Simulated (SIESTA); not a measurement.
Crystal: TaN.

```
Ta N
1.0
     0.00000    2.21132    2.21132
     2.21132    0.00000    2.21132
     2.21132    2.21132    0.00000
Ta N
1 1
Direct
  0.50000 0.50000 0.50000
  0.00000 0.00000 0.00000
```

The cell comes from a database or a generator and needn't be the stable form of this composition.

Base run:

```yaml
Program: SIESTA 5.4.2
Functional: vdW-DF-cx
Potentials_or_basis: PseudoDojo 0.4 standard (PBE files)
Basis: DZP (energy shift 0.003 Ry; two zetas on semicore shells)
Grid_cutoff: 800 Ry
Energy_shift: 0.003 Ry
k_mesh: 10 × 10 × 10
Occupations: fermi-dirac, width 0.05 eV
Spin: no spin polarisation
```

Its results: band gap on the k mesh none (metal or under the smearing width); pressure -1.8 GPa.

Q: After a change of settings the same cell gave: band gap on the k mesh none (metal or under the smearing width); pressure -12.5 GPa. Which change was it?
A. functional from vdW-DF-cx to PBE
B. functional from vdW-DF-cx to LDA; potentials or basis from PseudoDojo 0.4 standard (PBE files) to PseudoDojo 0.4 standard (LDA files)
C. functional from vdW-DF-cx to BLYP
D. functional from vdW-DF-cx to PBEsol; potentials or basis from PseudoDojo 0.4 standard (PBE files) to PseudoDojo 0.4 standard (PBEsol files)

A: B.

Caveats: short orbitals over semicore shells can move pressures by several GPa; the basis of atomic orbitals isn't converged, which shifts pressures, moduli and gaps; the potentials were made for another functional, which shifts forces and pressure (some runs).

Not every run made on this cell is shown here.
